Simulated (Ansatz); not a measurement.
Runs of Ansatz 0.2.0 on Zn. It takes space group P6_3/mmc (No. 194, hexagonal). Conventional cell: a = 2.670 Å, b = 2.670 Å, c = 4.966 Å, α = 90.00°, β = 90.00°, γ = 120.00°. Zn (site symmetry -6m2) has 12 Zn at 2.67 to 2.92 Å as nearest neighbours. 

| task | level | potentials or basis | spin | cell | k mesh | cutoff (eV) | smearing | atoms under strain | other keys | mesh quality | gap on the mesh (eV) | pressure (GPa) |
| --- | --- | --- | --- | --- | --- | --- | --- | --- | --- | --- | --- | --- |
| ladder of functionals | revPBE | Ansatz PAW | off | as given | 11 × 11 × 6 | 420 | tetrahedron | - | - | not flagged | none | 1.4 |
| electron localisation function | PBE0+D3(BJ) | Ansatz PAW polarizable | off | as given | 7 × 7 × 4 | 420 | fermi-dirac 0.05 eV | - | - | coarse | none | (a) |
| projected density of states | r2SCANh+D3(BJ) | Ansatz PAW earlier set | off | volume scaled by 1.08 | 7 × 7 × 4 | 800 | gaussian 0.02 eV | - | - | coarse | none | -10.7 |
| elastic constants | RPBE+D3(BJ)-ATM | Ansatz PAW | SOC, no magnetisation | as given | 7 × 7 × 4 | 420 | methfessel-paxton 0.01 eV | relaxed | hamiltonian.pseudopotentials = kind paw_fr; … | coarse | none | -20.7 |

**Question.** Fill in the values left out.

**Answer.** (a) -6.0.

Caveats: some runs use coarse meshes; the PAW data sets come from PBE, with cores solved anew for the run's functional, which leaves a small shift of forces and pressure; pairwise dispersion overbinds metals, which lowers pressure and volume (some runs); the thresholds are loose for stress (some runs); with tetrahedron occupations forces and stress needn't match the slope of the energy (some runs); the dispersion damping was fitted for another functional or another form of the correction (some runs); the cell is more than 3 GPa from zero pressure, which shifts response properties (some runs); elastic constants of metals need much finer meshes, so these are rough (some runs).

A gap of «none» marks a metal or a gap under the smearing width.

The runs don't all hold the same shells in valence.

Runs at the PBE level aren't shown here.
